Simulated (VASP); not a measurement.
Write the native input for VASP 6.6.1 that does the following.

```yaml
Task: electric field gradients
Functional: PBEsol
Potentials_or_basis: VASP PAW PBE potentials, release 64 (Cu, I)
Cutoff: 520 eV
k_mesh: 12 × 12 × 12
Occupations: fermi-dirac, width 0.05 eV
Spin: no spin polarisation
Dipole_correction: no
Further_INCAR_settings: ALGO = Normal; EDIFF = 1e-08; NBANDS = 16
```

The structure of CuI lies in POSCAR:

```
CuI
1.0
    0.0000000000      3.0795147204      3.0795147204
    3.0795147204      0.0000000000      3.0795147204
    3.0795147204      3.0795147204      0.0000000000
Cu I
1 1
Direct
    0.0000000000      0.0000000000      0.0000000000
    0.2500000000      0.2500000000      0.2500000000
```

The cell was relaxed by an earlier calculation.

The cell isn't the ideal one: functional pbesol, volume scaled by 1.04, PAW files.

These files were run (other wordings do the same):

INCAR

```
SYSTEM = CuI
ALGO = Normal
EDIFF = 1E-8
ENCUT = 520
GGA = PS
ISIF = 2
ISMEAR = -1
LASPH = .TRUE.
LCHARG = .FALSE.
LEFG = .TRUE.
LREAL = .FALSE.
LWAVE = .FALSE.
NBANDS = 16
NELM = 100
PREC = Accurate
SIGMA = 0.05
```

KPOINTS

```
k-points
0
G
  12 12 12
  0 0 0
```

Potentials or basis: VASP PAW PBE potentials, release 64 (Cu, I).

The run is started by

```sh
$ cat potpaw_PBE.64/Cu/POTCAR potpaw_PBE.64/I/POTCAR > POTCAR
$ mpirun -np 1 vasp_std > vasp.out
```

Results of the run:

The pressure is -4.0 GPa and the band gap on the k mesh is 0.91 eV, direct.

Caveat: the PAW data sets were made with another functional, which shifts forces and pressure a little; spin-orbit coupling is left out, which moves the levels of the heavy elements.

Wall time 51 s on 1 thread of Intel(R) Xeon(R) Platinum 8488C (Sapphire Rapids), with other jobs on the host, peak memory 0.21 GiB.
